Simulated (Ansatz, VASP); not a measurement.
Two plane-wave programs on P

```
P
1.0
     1.71414    0.98966    3.10867
    -1.71414    0.98966    3.10867
     0.00000   -1.97932    3.10867
P
2
Cartesian
  0.0000 0.0000 7.2083
  0.0000 0.0000 2.1178
```

Change from the starting cell: volume scaled by 0.98.

Alike in both runs: task single point; functional PBE; k mesh 9 × 9 × 9; occupations fermi-dirac, width 0.05 eV; no spin polarisation.

```csv
,VASP,Ansatz
version,VASP 6.6.1,Ansatz 0.2.0
potentials or method,"VASP PAW PBE potentials, release 64 (P)",Ansatz PAW
plane-wave cutoff (eV),520,420
valence electrons in the cell,10,10
```

Ansatz gave:

* gap on the k mesh at the Fermi level (eV): none
* pressure (GPa): 3.6
* largest component of the traceless stress (GPa): 1.46
* rms of the force components (eV/Å): 0.210

**Question.** Estimate VASP's values.

**Answer.** gap on the k mesh at the Fermi level (eV): none; pressure (GPa): 3.3; largest component of the traceless stress (GPa): 1.27; rms of the force components (eV/Å): 0.181.

Atom by atom the forces differ by 0.030 eV/Å (rms over components). A gap of «none» marks a metal or a gap that the smearing closes.
